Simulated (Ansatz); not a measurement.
## SrO: modes and screening against the lattice constant

All numbers below come from DFT r2SCAN+D3(BJ), scalar-relativistic, plane waves, PAW (Ansatz 0.2.0). Cutoff 500 eV, 8×8×8 k-points (Γ-centred), fixed occupations. No spin polarisation. Phonons by linear response, acoustic sum rule imposed.

The cell is fixed (symmetry leaves no force on the atoms) and stands under 0.0 GPa:
```xyz
2
Lattice="3.0879 0.0000 0.0000 0.0000 3.0879 0.0000 0.0000 0.0000 3.0879" Properties=species:S:1:pos:R:3 pbc="T T T"
Sr    0.0000    0.0000    0.0000
O     1.5439    1.5439    1.5439
```

The cell is the ideal cubic caesium chloride prototype; this isn't the usual structure of the compound.

Question: How do the optical zone-centre modes (counted from the lowest optical one, degenerate ones once; i marks imaginary ones; without the LO field) and the screening change over a = 3.036 and 3.088 Å?

Answer:
```tsv
a (Å)	3.036	3.088
pressure (GPa)	6.1	0.0
gap on the mesh (eV)	3.31	3.31
ε∞	4.13	4.10
ε0	29.9	45.4
mode 1 (cm⁻¹)	185	141
```

Cost: 2 runs of about 3.4 core-minutes in all, on AMD EPYC 7R43 (Zen 3) (shared hosts).